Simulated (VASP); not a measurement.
# LiF (Griceite) (Fm-3m) in VASP: notebook, part 3 of 3

VASP 6.6.1. The steps go on from the part before.

**5. Band structure, PBE-EpsX**

File POSCAR:

```
LiF                                     
1.0
    0.0000000000      1.9984797583      1.9984797583
    1.9984797583      0.0000000000      1.9984797583
    1.9984797583      1.9984797583      0.0000000000
  Li              F             
     1     1
Direct
     0.0000000000000000    0.0000000000000000    0.0000000000000000
     0.5000000000000000    0.5000000000000000    0.5000000000000000
```

File INCAR.step1:

```
SYSTEM = LiF
ALGO     = Normal         ! electronic algorithm
EDIFF    = 1E-8           ! SCF threshold, eV
ENCUT    = 520            ! plane-wave cutoff, eV
GGA      = PE             ! functional
ISIF     = 2              ! what is computed and relaxed
ISMEAR   = 0              ! smearing method
KPAR     = 4            
LASPH    = .True.         ! aspherical terms in the spheres
LCHARG   = .False.        ! write CHGCAR
LEPSILON = .True.         ! dielectric tensor by DFPT
LREAL    = .False.        ! projectors in reciprocal space
LWAVE    = .False.        ! write WAVECAR
NELM     = 80             ! most SCF steps
PREC     = Accurate       ! precision mode
SIGMA    = 0.03           ! smearing width, eV
```

File KPOINTS.step1:

```
Automatic mesh
0
G
  12 12 12
  0 0 0
```

File INCAR.step2:

```
SYSTEM = LiF
ALGO     = Normal         ! electronic algorithm
EDIFF    = 1E-5           ! SCF threshold, eV
ENCUT    = 520            ! plane-wave cutoff, eV
GGA      = PE             ! functional
ISIF     = 2              ! what is computed and relaxed
ISMEAR   = 0              ! smearing method
KPAR     = 4            
LASPH    = .True.         ! aspherical terms in the spheres
LCHARG   = .False.        ! write CHGCAR
LREAL    = .False.        ! projectors in reciprocal space
LWAVE    = .True.         ! write WAVECAR
NBANDS   = 12             ! bands
NELM     = 80             ! most SCF steps
PREC     = Accurate       ! precision mode
SIGMA    = 0.03           ! smearing width, eV
```

File KPOINTS.step2:

```
k-points
0
Gamma
  8 8 8
  0 0 0
```

File INCAR.step3:

```
SYSTEM = LiF
AEXX     = 0.4845         ! exact-exchange fraction
ALGO     = Normal         ! electronic algorithm
EDIFF    = 1E-7           ! SCF threshold, eV
ENCUT    = 520            ! plane-wave cutoff, eV
GGA      = PE             ! functional
HFRCUT   = -1           
ISIF     = 2              ! what is computed and relaxed
ISMEAR   = 0              ! smearing method
ISTART   = 1            
KPAR     = 4            
LASPH    = .True.         ! aspherical terms in the spheres
LCHARG   = .False.        ! write CHGCAR
LHFCALC  = .True.         ! exact exchange
LREAL    = .False.        ! projectors in reciprocal space
LWAVE    = .False.        ! write WAVECAR
NBANDS   = 12             ! bands
NELM     = 80             ! most SCF steps
PREC     = Accurate       ! precision mode
PRECFOCK = Fast         
SIGMA    = 0.03           ! smearing width, eV
```

File KPOINTS.step3:

```
k-points
0
Gamma
  8 8 8
  0 0 0
```

File KPOINTS_OPT:

```
explicit points
6
Reciprocal
 0.0000000000  0.0000000000  0.0000000000 1
 0.3750000000  0.3750000000  0.7500000000 1
 0.5000000000  0.5000000000  0.5000000000 1
 0.6250000000  0.2500000000  0.6250000000 1
 0.5000000000  0.2500000000  0.7500000000 1
 0.5000000000  0.0000000000  0.5000000000 1
```

Potentials or basis: VASP PAW PBE potentials, release 64 (Li_sv, F).

Launch:

```
> cat potpaw_PBE.64/Li_sv/POTCAR potpaw_PBE.64/F/POTCAR > POTCAR
> cp INCAR.step1 INCAR
> cp KPOINTS.step1 KPOINTS
> mpirun -np 4 vasp_std > vasp.out
> cp INCAR.step2 INCAR
> cp KPOINTS.step2 KPOINTS
> mpirun -np 4 vasp_std > vasp.out
> cp INCAR.step3 INCAR
> cp KPOINTS.step3 KPOINTS
> mpirun -np 4 vasp_std > vasp.out
```

OUTCAR:

```text
SYSTEM = LiF
   AEXX = 0.4845
   EDIFF = 1E-7
   ENCUT = 520
   GGA = PE
   ISIF = 2
   ISMEAR = 0
   ISTART = 1
   LASPH = .True.
   LHFCALC = .True.
   LREAL = .False.
   NELM = 80
   PREC = Accurate
   PRECFOCK = Fast

 ion  position               nearest neighbor table
   1  0.000  0.000  0.000-   2 2.00   2 2.00   2 2.00   2 2.00   2 2.00   2 2.00
   2  0.500  0.500  0.500-   1 2.00   1 2.00   1 2.00   1 2.00   1 2.00   1 2.00

  LATTYP: Found a face centered cubic cell.
 ALAT       =     3.9969595166

[... 549 lines left out ...]
      6      13.7997      0.00000
      7      17.3746      0.00000
      8      20.6400      0.00000
      9      21.0047      0.00000
     10      29.5077      0.00000
     11      30.6631      0.00000
     12      36.5380      0.00000

 [... further k-points ...]
[... 5 lines left out ...]
  --------------------------------------------------------------------------------------
  -------------------------------------------------------------------------------------
  Total       -0.2204562     -0.2204562     -0.2204562      0.0000000     -0.0000000      0.0000000
  in kB      -22.1260378    -22.1260378    -22.1260378      0.0000000     -0.0000000      0.0000000
  external PRESSURE =     -22.1260378 kB  Pullay stress =       0.0000000 kB

 VOLUME and BASIS-vectors are now :
 -----------------------------------------------------------------------------
  energy-cutoff  :      520.00
  volume of cell :       15.96
      direct lattice vectors                 reciprocal lattice vectors
     0.000000000  1.998479758  1.998479758    -0.250190175  0.250190175  0.250190175
     1.998479758  0.000000000  1.998479758     0.250190175 -0.250190175  0.250190175
     1.998479758  1.998479758  0.000000000     0.250190175  0.250190175 -0.250190175

 POSITION                                       TOTAL-FORCE (eV/Angst)
 -----------------------------------------------------------------------------------
      0.00000      0.00000      0.00000        -0.000000     -0.000000      0.000000
      1.99848      1.99848      1.99848         0.000000      0.000000     -0.000000
 -----------------------------------------------------------------------------------
    total drift:                                0.000000      0.000000      0.000000

  FREE ENERGIE OF THE ION-ELECTRON SYSTEM (eV)
  ---------------------------------------------------
  free  energy   TOTEN  =       -14.0960206424 eV

  energy  without entropy=      -14.0960206424  energy(sigma->0) =      -14.09602064
```

OUTCAR.step2:

```text
SYSTEM = LiF
   EDIFF = 1E-5
   ENCUT = 520
   GGA = PE
   ISIF = 2
   ISMEAR = 0
[... 586 lines left out ...]
      0.00000      0.00000      0.00000         0.000000      0.000000     -0.000000
      1.99848      1.99848      1.99848         0.000000      0.000000      0.000000
 -----------------------------------------------------------------------------------
    total drift:                               -0.000000     -0.000000      0.000000

  FREE ENERGIE OF THE ION-ELECTRON SYSTEM (eV)
  ---------------------------------------------------
  free  energy   TOTEN  =        -9.6302842670 eV

  energy  without entropy=       -9.6302842670  energy(sigma->0) =       -9.63028427
```

Wall time 5.1 min (4 MPI ranks of AMD EPYC 9R45 (Zen 5), shared host); peak memory 0.15 GiB.

Results:

```
Free energy             : -14.0960 eV
Band gap on the k mesh  : 15.30 eV, direct
Band gap along the path : 15.30 eV, direct
```

Caveat: the cutoff is under 1.25 times the usual one of these potentials, so pressure, stress and relaxed cells hold a basis-set (Pulay) error; the PAW data sets were made with another functional, which shifts forces and pressure a little.

**6. Summary**

| level | screening parameter | exchange at q = 0 | share of exact exchange | gap on the mesh (eV) |
| --- | --- | --- | --- | --- |
| PBE | - | - | - | 9.30 |
| HSE06 | 0.2 1/A | - | - | 11.64 |
| PBE0 | - | truncated | - | 12.37 |
| PBE-EpsX | - | truncated | 0.4845 | 15.30 |

Alike in all rows: task band structure; potentials or basis VASP PAW PBE potentials, release 64 (Li_sv, F); no spin polarisation; cell as given; k mesh 8 × 8 × 8; cutoff (eV) 520; smearing gaussian 0.03 eV.

On the cell as given the gap runs from 9.30 eV (PBE) to 15.30 eV (PBE-EpsX).

Caveats: the cutoff is under 1.25 times the usual one of these potentials, so pressure, stress and relaxed cells hold a basis-set (Pulay) error; the PAW data sets were made with another functional, which shifts forces and pressure a little (some runs).

Total energies depend on the potentials used, so only differences within one code and one set of settings carry meaning.
